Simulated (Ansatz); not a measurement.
Reaction (ligand exchange at the Si–C bond): `FC([SiH3])SS` + `OCCO` → `OCCO[SiH3]` + `FCSS`

Program: Ansatz. Geometries: PBE0-D4/def2-TZVP. ΔE: electronic, gas phase. CCSD(T)/CBS adds triple-zeta CCSD(T) − MP2 to the extrapolated MP2 energy (def2 sets, frozen cores). This one scheme is used for every species. Functionals use def2-TZVPP. B3LYP here is the variant with VWN-RPA as its local correlation; programs differ in this. One conformer a species, not always the lowest.

```json
{"level": "PBE-D4", "ΔE (kJ/mol)": "-89.1", "difference from CCSD(T)/CBS": "16.6"}
{"level": "PBE0-D4", "ΔE (kJ/mol)": "-96.9", "difference from CCSD(T)/CBS": "8.8"}
{"level": "B3LYP-D4", "ΔE (kJ/mol)": "-106.4", "difference from CCSD(T)/CBS": "-0.7"}
{"level": "ωB97M-V", "ΔE (kJ/mol)": "-103.6", "difference from CCSD(T)/CBS": "2.1"}
{"level": "B2PLYP", "ΔE (kJ/mol)": "-112.6", "difference from CCSD(T)/CBS": "-6.9"}
{"level": "PBE", "ΔE (kJ/mol)": "-92.8", "difference from CCSD(T)/CBS": "12.9"}
{"level": "r2SCAN", "ΔE (kJ/mol)": "-103.5", "difference from CCSD(T)/CBS": "2.2"}
{"level": "B3LYP", "ΔE (kJ/mol)": "-112.7", "difference from CCSD(T)/CBS": "-7.0"}
{"level": "MP2/def2-TZVPP", "ΔE (kJ/mol)": "-109.6", "difference from CCSD(T)/CBS": "-3.9"}
{"level": "SCS-MP2/def2-TZVPP", "ΔE (kJ/mol)": "-114.4", "difference from CCSD(T)/CBS": "-8.7"}
{"level": "CCSD/def2-TZVPP", "ΔE (kJ/mol)": "-111.9", "difference from CCSD(T)/CBS": "-6.2"}
{"level": "CCSD(T)/def2-TZVPP", "ΔE (kJ/mol)": "-107.2", "difference from CCSD(T)/CBS": "-1.5"}
{"level": "HF/def2-QZVPP", "ΔE (kJ/mol)": "-138.3", "difference from CCSD(T)/CBS": "-32.6"}
{"level": "MP2/def2-QZVPP", "ΔE (kJ/mol)": "-109.4", "difference from CCSD(T)/CBS": "-3.7"}
{"level": "SCS-MP2/def2-QZVPP", "ΔE (kJ/mol)": "-114.3", "difference from CCSD(T)/CBS": "-8.6"}
{"level": "CCSD/CBS(def2)", "ΔE (kJ/mol)": "-110.3", "difference from CCSD(T)/CBS": "-4.6"}
{"level": "CCSD(T)/CBS", "ΔE (kJ/mol)": "-105.7", "difference from CCSD(T)/CBS": "0"}
```

Largest T1 diagnostic among the species: 0.013.

From PBE to PBE0 (25 % exact exchange), in def2-TZVPP and without D4, ΔE moves by −7.3 kJ/mol. In def2-TZVPP, CCSD(T) changes the Hartree–Fock value by +29.1 kJ/mol (the triples alone add +4.7 kJ/mol) and MP2 by +26.7 kJ/mol.

CCSD(T)/CBS has its own doubt, a few kJ/mol and more with outer-core shells, so smaller differences from it don't rank the levels.
